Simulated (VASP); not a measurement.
**VASP 6.6.1 run: ZnS**

INCAR

```
LCHARG = .FALSE.
NBANDS = 16
GGA = PE
EDIFF = 1E-7
ISIF = 2
ISMEAR = 0
LREAL = .FALSE.
LWAVE = .FALSE.
PREC = Accurate
NSW = 0
IBRION = -1
NELM = 66
SIGMA = 0.2
LASPH = .FALSE.
ENCUT = 200
```

KPOINTS

```
KPOINTS created by Atomic Simulation Environment
0
Gamma
8 8 8
0 0 0
```

POSCAR

```
Zn S
 1.0000000000000000
     0.0000000000000000    2.6940858314999998    2.7479675482000001
     2.6940858314999998    0.0000000000000000    2.7479675482000001
     2.6940858314999998    2.6940858314999998    0.0000000000000000
 Zn  S
   1   1
Cartesian
  0.0000000000000000  0.0000000000000000  0.0000000000000000
  1.3470429157499999  1.3470429157499999  1.3739837741000001
```

The recommended PBE PAW datasets give the neutral cell 18 valence electrons.

Command

```
mpirun -np 1 vasp_std
```

OSZICAR

```
N       E                     dE             d eps       ncg     rms          rms(c)
DAV:   1     0.488156114876E+02    0.48816E+02   -0.53268E+03  1928   0.610E+02
DAV:   2    -0.517850240664E+01   -0.53994E+02   -0.51992E+02  2384   0.153E+02
DAV:   3    -0.693847446008E+01   -0.17600E+01   -0.17584E+01  2136   0.301E+01
DAV:   4    -0.694673450757E+01   -0.82600E-02   -0.82594E-02  2544   0.205E+00
DAV:   5    -0.694678670387E+01   -0.52196E-04   -0.52196E-04  2136   0.150E-01    0.902E+00
DAV:   6    -0.637527458202E+01    0.57151E+00   -0.13955E+00  2408   0.336E+01    0.633E+00
DAV:   7    -0.638152680978E+01   -0.62522E-02   -0.29351E-01  2056   0.304E+00    0.347E+00
DAV:   8    -0.638309118801E+01   -0.15644E-02   -0.98045E-03  2272   0.140E+00    0.438E-01
DAV:   9    -0.638314805780E+01   -0.56870E-04   -0.23413E-03  2096   0.859E-01    0.123E-01
DAV:  10    -0.638327879066E+01   -0.13073E-03   -0.28214E-04  2392   0.151E-01    0.529E-02
DAV:  11    -0.638334558808E+01   -0.66797E-04   -0.10979E-04  2224   0.693E-02    0.136E-02
DAV:  12    -0.638334206625E+01    0.35218E-05   -0.69662E-06  2208   0.276E-02    0.520E-03
DAV:  13    -0.638334248150E+01   -0.41526E-06   -0.19835E-06  2328   0.883E-03    0.676E-03
DAV:  14    -0.638334249924E+01   -0.17739E-07   -0.11472E-07  2312   0.216E-03
   1 F= -.63833425E+01 E0= -.63833425E+01  d E =-.144019E-10
```

From OUTCAR

```
k-points           NKPTS =     59   k-points in BZ     NKDIM =     59   number of bands    NBANDS=     16

   NELECT =      18.0000    total number of electrons

   dimension x,y,z NGX =    18 NGY =   18 NGZ =   18
   dimension x,y,z NGXF=    36 NGYF=   36 NGZF=   36

  energy-cutoff  :      200.00
  volume of cell :       39.89
      direct lattice vectors                 reciprocal lattice vectors
     0.000000000  2.694085831  2.747967548    -0.185591711  0.185591711  0.181952658
     2.694085831  0.000000000  2.747967548     0.185591711 -0.185591711  0.181952658
     2.694085831  2.694085831  0.000000000     0.185591711  0.185591711 -0.181952658

 k-points in reciprocal lattice and weights: KPOINTS created by Atomic Simulation Env
   0.00000000  0.00000000  0.00000000       0.002
   0.12500000 -0.00000000  0.00000000       0.016
   0.25000000 -0.00000000  0.00000000       0.016
   0.37500000 -0.00000000  0.00000000       0.016
   0.50000000 -0.00000000  0.00000000       0.008
   0.12500000  0.12500000  0.00000000       0.004
   0.25000000  0.12500000  0.00000000       0.016
   0.37500000  0.12500000  0.00000000       0.016
   ...

 E-fermi :   2.7747

 k-point     1 :       0.0000    0.0000    0.0000
  band No.  band energies     occupation
      1     -11.0804      2.00000
      2      -4.8776      2.00000
      3      -4.8729      2.00000
      4      -4.8729      2.00000
      5      -4.4737      2.00000
      6      -4.4178      2.00000
      7       1.8644      2.00000
      8       1.9438      2.00000
      9       1.9438      2.00000
     10       4.0378      0.00000
     11       8.4781      0.00000
     12       8.4782      0.00000
     13       8.4798      0.00000
     14      13.6862      0.00000
     15      13.8196      0.00000
     16      14.2569      0.00000

 k-point     2 :       0.1250   -0.0000    0.0000
  band No.  band energies     occupation
      1     -10.9673      2.00000
      2      -4.8633      2.00000
      3      -4.8519      2.00000
      4      -4.8494      2.00000
      5      -4.4502      2.00000
      6      -4.4488      2.00000
      7       0.8013      2.00000
      8       1.7474      2.00000
      9       1.8088      2.00000
     10       4.8667      0.00000
     11       8.3538      0.00000
     12       8.7252      0.00000
     13       8.7361      0.00000
     14      13.2069      0.00000
     15      13.4973      0.00000
     16      14.5716      0.00000

 k-point     3 :       0.2500   -0.0000    0.0000
  band No.  band energies     occupation
      1     -10.6726      2.00000
      2      -4.8037      2.00000
      3      -4.8029      2.00000
      4      -4.7655      2.00000
      5      -4.4281      2.00000
      6      -4.4227      2.00000
      7      -0.8915      2.00000
      8       1.4374      2.00000
      9       1.5114      2.00000
     10       5.4348      0.00000
     11       8.9181      0.00000
     12       9.1080      0.00000
     13       9.1312      0.00000
     14      13.0857      0.00000
     15      13.1607      0.00000
     16      14.2104      0.00000

 ...

  Total       -8.8889500     -8.8889500     -9.0713398      0.0000000      0.0000000      0.0000000
  in kB     -357.0233302   -357.0233302   -364.3489865      0.0000000      0.0000000      0.0000000
  external PRESSURE =    -359.4652156 kB  Pullay stress =       0.0000000 kB

 POSITION                                       TOTAL-FORCE (eV/Angst)
 -----------------------------------------------------------------------------------
      0.00000      0.00000      0.00000        -0.000000     -0.000000     -0.000000
      1.34704      1.34704      1.37398         0.000000      0.000000      0.000000
 -----------------------------------------------------------------------------------
    total drift:                               -0.000015     -0.000015     -0.000027

  FREE ENERGIE OF THE ION-ELECTRON SYSTEM (eV)
  ---------------------------------------------------
  free  energy   TOTEN  =        -6.3833424992 eV

  energy  without entropy=       -6.3833424992  energy(sigma->0) =       -6.38334250
```

It converged. Results: gap between bands v and c on the k mesh 2.09 eV; least direct gap on the k mesh 2.09 eV; pressure -35.9 GPa. Band v is the last that the valence electrons fill when counted band by band, and c is the next.

These settings aren't sound, so the numbers aren't properties of the crystal.

On sound settings PBE gives a gap of 2.04 eV on its mesh and a pressure of 0.9 GPa for the intended cell.

The run took about 7.5 s on one core of a shared host (Intel Xeon Platinum 8488C) and held 0.12 GiB at most.
